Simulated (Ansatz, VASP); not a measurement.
## One calculation of C, two programs

```xyz
2
Lattice="0.0000 1.9261 1.8547 1.9261 0.0000 1.8547 1.9261 1.9261 0.0000" Properties=species:S:1:pos:R:3 pbc="T T T"
C     1.9261    1.9261    1.8547
C     2.8891    2.8891    2.7821
```

Change from the starting cell: strain +0.080 along x and y, +0.040 along z, atoms carried along.

Alike in both runs: task single point; functional PBE; k mesh 12 × 12 × 12; occupations gaussian, width 0.05 eV; no spin polarisation.

|  | VASP | Ansatz |
| --- | --- | --- |
| version | VASP 6.6.1 | Ansatz 0.2.0 |
| potentials or method | VASP PAW PBE potentials, release 64 (C) | scalar-relativistic, plane waves, PAW |
| plane-wave cutoff (eV) | 520 | 420 |
| valence electrons in the cell | 8 | 8 |

Ansatz gave:

| Item | Value |
| --- | --- |
| gap on the k mesh at the Fermi level (eV) | 2.92 |
| least direct gap on the mesh (eV) | 4.48 |
| pressure (GPa) | -57.2 |
| largest component of the traceless stress (GPa) | 18.02 |

What did VASP give for the same quantities?

gap on the k mesh at the Fermi level (eV): 2.91; least direct gap on the mesh (eV): 4.47; pressure (GPa): -57.0; largest component of the traceless stress (GPa): 18.01.

Caveats: the cell as given lies far from equilibrium; so large a pressure means that the cell lies far from this level's equilibrium, or that cutoff or potentials fall short (VASP).
